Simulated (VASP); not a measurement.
The system is GaN.

```xyz
4
Lattice="3.1800 0.0000 0.0000 -1.5900 2.7540 0.0000 0.0000 0.0000 5.1660" Properties=species:S:1:pos:R:3 pbc="T T T"
Ga    1.5900    0.9180    2.5830
Ga    0.0000    1.8360    0.0000
N     1.5900    0.9180    4.5203
N     0.0000    1.8360    1.9373
```

- Program: VASP 6.6.1
- Task: single point
- Functional: PBE
- Potentials or basis: VASP PAW PBE potentials, release 64 (Ga, N)
- Cutoff: 900 eV
- k mesh: 12 × 12 × 7
- Occupations: gaussian, width 0.05 eV
- Spin: no spin polarisation

On this cell: pressure 13.7 GPa; largest force 0.172 eV/Å; band gap on the k mesh 2.06 eV, direct.

The same run follows on a disturbed copy (grid = ENCUT=900 k=12x12x7 ISMEAR=0 SIGMA=0.05 PREC=Accurate EDIFF=1e-08 LREAL=False ADDGRID=False LASPH=True; atoms moved at random, drawn with an rms of 0.1 Å):

```
Ga N
1.0
     3.18000    0.00000    0.00000
    -1.59000    2.75396    0.00000
     0.00000    0.00000    5.16600
Ga N
2 2
Direct
  0.65214 0.33163 0.52459
  0.37642 0.68843 0.01613
  0.66038 0.32190 0.87831
  0.33112 0.66880 0.38265
```

What does the disturbed cell give?

The energy moves by +69.8 meV/atom; pressure 16.0 GPa; largest force 2.696 eV/Å; band gap on the k mesh 1.85 eV, direct.

Forces on the atoms (eV/Å):
```
Ga   0.415  0.123 -2.661
Ga  -0.993 -1.145 -0.307
N    0.878  1.121  2.036
N   -0.300 -0.099  0.932
```

Stress tensor (GPa, compression positive):
```
 7.09 -3.71 -0.90
-3.71 13.93 -2.34
-0.90 -2.34 26.95
```

